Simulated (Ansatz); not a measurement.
**TiAl: pressure against volume**

TiAl, P4/mmm, a = 2.822 Å, c = 4.077 Å. The structure is a COD entry; whether it is the stable form wasn't checked. Ansatz: PBE, PAW, 420 eV, Γ-centred 14×14×10 mesh on 2 atoms, Gaussian smearing 0.10 eV; no spin polarisation. Shape and atoms are relaxed at each volume; pressure is positive in compression.

```
V (Å³/atom) P (GPa)
     14.286    18.63
     14.773        ?
     15.260     7.94
     15.747     3.67
     16.234     0.00
     16.721    -3.17
     17.208    -5.90
     17.857    -8.96
```

**Question.** Take V0 = 16.234 Å³/atom, fit the third-order Birch–Murnaghan form to the other rows, and predict the missing pressure.

**Answer.** With the Eulerian strain f = ½[(V0/V)^(2/3) − 1] and y = P/[3f(1 + 2f)^(5/2)], the form is the line y = B0 + 1.5 B0 (B0′ − 4) f. Rows (f, y): 0.04448, 112.8; 0.02106, 113.4; 0.01026, 113.3; -0.00976, 113.7; -0.01905, 113.8; -0.03077, 113.8. Means f = 0.002703, y = 113.47; Σ(Δf)² = 0.003888, ΣΔfΔy = -0.05165; the slope is their ratio. y = 113.5 − 13.28 f GPa, so B0 = 113.5 GPa and B0′ = 4 + 2 × (-13.28)/(3 × 113.5) = 3.92. At V = 14.773, f = 0.03244, y = 113.07 and P = 12.88 GPa. The run gave 12.89 GPa, so the fit is 0.01 GPa too low, within twice the rms miss on the fitted rows (0.008 GPa).